**Q:** I enlarged the expansion of the atomic potential in ruthenium step by step, and the energy won't settle from one side. It starts far too low, jumps above the final value, drops below it and then climbs back. Shouldn't a better calculation simply lower the energy?

OpenMX 3.8.5 calculations with PBE and no spin polarisation for a two-atom ruthenium cell with displaced atoms, using the OpenMX 2013 PBE pseudopotentials, the quick basis, a 9×9×5 k mesh and Fermi–Dirac smearing of 0.05 eV. Sweep values give scf.BufferL.VNA, then scf.RadialF.VNA; energies are free energies, and they and the force misses are taken relative to 6 16.

| sweep value | energy less tightest (meV/atom) | pressure (GPa) | force miss (eV/Å) | largest force (eV/Å) | scf iterations |
| --- | --- | --- | --- | --- | --- |
| 1 3 | -5368.5 | -1075.6 | 9.075 | 9.772 | 18 |
| 2 4 | 118.3 | 25.2 | 0.125 | 2.712 | 17 |
| 3 6 | -68.1 | 19.7 | 0.141 | 2.841 | 17 |
| 4 8 | -53.4 | 19.0 | 0.085 | 2.723 | 16 |
| 5 10 | -26.5 | 19.2 | 0.021 | 2.625 | 17 |
| 6 12 | 0.2 | 19.5 | 0.000 | 2.630 | 17 |
| 6 16 | 0.0 | 19.5 | 0.000 | 2.631 | 17 |

**A:** That rule belongs to a different kind of improvement. If you add orbitals while the Hamiltonian stays fixed, the electrons gain freedom and the energy can only go down. Here the orbitals stay the same and the Hamiltonian changes. In each row label the first number limits the angular detail with which an atom's potential is represented, and the second limits the radial detail. Every row thus solves a different Hamiltonian, and no row bounds the energy of another.

**Q:** Why does the potential need so much detail? A neutral atom looks almost spherical.

**A:** The potential is simple, but what it acts on is not. Take an atom whose potential is felt by electrons in the d orbitals of its neighbours. The program lets the potential act through a set of functions centred on that atom. Seen from there, a neighbour's orbital is a compact, lobed object off to one side, and many angular functions are needed to describe it. If the atoms were far apart, their orbitals would hardly reach one another's potentials and this difficulty would vanish. In a close-packed metal with compact d shells I'd expect it to matter a good deal, and more so at shorter contacts.

**Q:** And the sign of the error?

**A:** For a small fault in the potential, theory gives the energy error to first order as

$$\delta E \approx \sum_{ij}\rho_{ij}\,\delta V_{ji},$$

where $\rho_{ij}$ tells how the electrons occupy orbitals $i$ and $j$, and $\delta V_{ji}$ is what the truncated potential gets wrong between them. These terms can have either sign. Add a group of functions and you may repair errors of one sign while leaving those of the other sign uncorrected, so the total can swing either way. That would allow the energy to be 118 meV/atom too high at 2 4 and 68 meV/atom too low at 3 6, both relative to 6 16, though the table doesn't list the terms separately.

**Q:** The first row is 5.4 eV/atom too low. Has the calculation found a more stable state?

**A:** No, the potential has failed there, and the pressure gives it away. At about −1076 GPa the cell is being pulled together by an attraction that real ruthenium doesn't have. The self-consistency cycle still ends after 18 iterations, much like the other rows. It checks only that the electrons agree with the potential they were given, so it can't tell you that the potential is wrong.

**Q:** Then can I use the pressure to judge the smaller errors too?

**A:** It tells you how they change with volume, though not how large they are, because pressure is minus the slope of energy against volume. Let $\Delta E$ and $\Delta P$ be the misses in energy and pressure relative to 6 16, and $V$ the volume per atom. If the reported pressure is the true slope of the truncated energy, 1% more volume changes the energy miss by

$$\delta(\Delta E)\approx-0.01\,V\,\Delta P .$$

At 5 10 the pressure is 0.31 GPa too low and $V$ is 13.57 Å³. With 1 eV/Å³ equal to 160.2 GPa, this gives $0.01\times13.57\times0.31/160.2$ eV, or about 0.26 meV/atom.

**Q:** But the energy itself is off by 26.5 meV/atom in that row. That's a hundred times more.

**A:** So most of the error is an offset that two slightly different volumes share, and it cancels when you subtract their energies. The cancellation has to be earned, though. The same estimate gives about 5 meV/atom at 2 4 and 0.9 eV/atom at 1 3, where the error changes steeply with volume. It is a straight-line estimate from one volume, so it applies to small changes of this cell and not to a comparison with another crystal or a surface.

**Q:** Does the direction of the change fit your picture of neighbours reaching into each other's potentials?

**A:** In sign, mostly. If the error comes from overlap, it should fade as the atoms move apart. An energy that is too low should then rise towards the right value on expansion, which means a pressure that is too low as well; an energy that is too high should go with a pressure that is too high. Of the five rows with an energy miss above 1 meV/atom, four follow this rule. The size of the change fits less well. At 5 10, 1% more volume removes only about 1% of the energy miss, whereas I'd expect an error from overlapping compact orbitals to fade faster. Errors of opposite sign may partly cancel in the slope, or part of the offset may arise inside each atom, where too few radial functions would leave an error at any distance. A single isolated atom, run through the same settings, would show how large that part is.

**Q:** Which row breaks the sign rule?

**A:** The row 3 6. Its energy is too low but its pressure is slightly too high, by only 0.15 GPa. That is closer to the reference than the pressures at 4 8 and 5 10, yet its energy and forces are worse than theirs. My guess is that attractive and repulsive errors of different reach happen to balance in their slopes but not in their sum. Judged by its pressure alone, this row would look better than it is.

**Q:** The forces seem to settle sooner than the energy. Is that the same cancellation?

**A:** It is the same idea, applied to moving an atom instead of stretching the cell. A force feels only the part of the error that changes when an atom moves. From 4 8 to 5 10 the energy miss halves, while the force miss falls to a quarter, from 0.085 to 0.021 eV/Å. In that step, what remains is more of an offset that small displacements hardly disturb. This isn't so at every step: from 2 4 to 3 6 the force miss grows from 0.125 to 0.141 eV/Å although the energy miss shrinks. Don't expect the force miss to equal the change in the largest force, either, since the two columns use different measures.

**Q:** At the end the energy moves by only 0.2 meV/atom. So 6 12 is converged?

**A:** Look at what changed in that step. From 6 12 to 6 16 only the radial limit grew, so you have shown that the radial detail is sufficient at angular limit 6. The two steps before it raised both limits, and each lifted the energy by about 27 meV/atom with no sign of slowing. The sudden calm may mean that the angular detail is complete, or merely that you stopped adding to it.

**Q:** How would I find out?

**A:** Keep the radial limit at 12 and raise the angular limit above 6. If energy, forces and pressure all stay put, the plateau is real. Until then, read every miss in the table as a distance from 6 16, not from the exact potential. And whichever setting you choose, use it for every structure you compare: mixing 5 10 with 6 12 would put a false difference of about 27 meV/atom between two identical crystals.

**Q:** Could I at least quote the final pressure of 19.5 GPa for ruthenium?

**A:** Not as a property of the metal at rest. The atoms in this cell are displaced from their ideal sites, and the orbital basis is small. The steady pressure in the last two rows shows only that the radial limit has stopped mattering there; the angular limit, the geometry and the basis need tests of their own.
